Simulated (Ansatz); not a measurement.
# Kick test of a cell of NaCl

It was reached by relaxing an invented guess, and it needn't be the stable form of this composition.

Level of theory: Ansatz 0.2.0, DFT PBE, scalar-relativistic, plane waves, PAW. Cutoff 420 eV; k points 6×6×6 on the computed 2-atom cell (Γ-centred); Gaussian smearing, width 0.02 eV; no spin polarisation.

The cell below (2 atoms, space group Cmmm (No. 65)) is relaxed within its symmetry.

```
Na Cl
1.0
     3.74679    0.00000    0.00000
     0.00000    3.64504    1.99241
     0.00000   -3.64504    1.99241
Na Cl
1 1
Cartesian
  1.8734 0.0000 1.9920
  0.0000 0.0000 0.0004
```

For the test a repeat of it with 8 atoms (edges 4.15, 7.00, 7.49 Å) was strained at random (σ = 1.5 % a component), the atoms were moved at random (σ = 0.10 Å), and all was relaxed again on a coarse 4×2×2 mesh (in the run’s order of axes) with 0.10 eV smearing, with no symmetry imposed.

Problem. Is the structure stable against such a distortion?

Solution. It doesn't return. The energy falls by 133 meV/atom on that mesh, the volume changes by -15.1 %, and the end has space group Fm-3m (No. 225) at a loose tolerance. Relaxed again on an 8×8×8 mesh with 0.02 eV smearing, the new structure lies 133 meV/atom below the first (mesh in the axes of the run's cell; the cell below is made exact in the group named). Space group Fm-3m (No. 225), cubic, a = 5.696 Å. Around Na lie 6 Cl at 2.85 Å; Cl is surrounded by 6 Na at 2.85 Å.

```cif
data_structure
_symmetry_space_group_name_H-M 'P 1'
_symmetry_Int_Tables_number 1
_cell_length_a 4.0277
_cell_length_b 4.0277
_cell_length_c 4.0277
_cell_angle_alpha 60.000
_cell_angle_beta 60.000
_cell_angle_gamma 60.000
_cell_volume 46.20
loop_
_atom_site_label
_atom_site_type_symbol
_atom_site_fract_x
_atom_site_fract_y
_atom_site_fract_z
_atom_site_occupancy
Na1 Na 0.00000 0.00000 0.00000 1
Cl1 Cl 0.50000 0.50000 0.50000 1
```
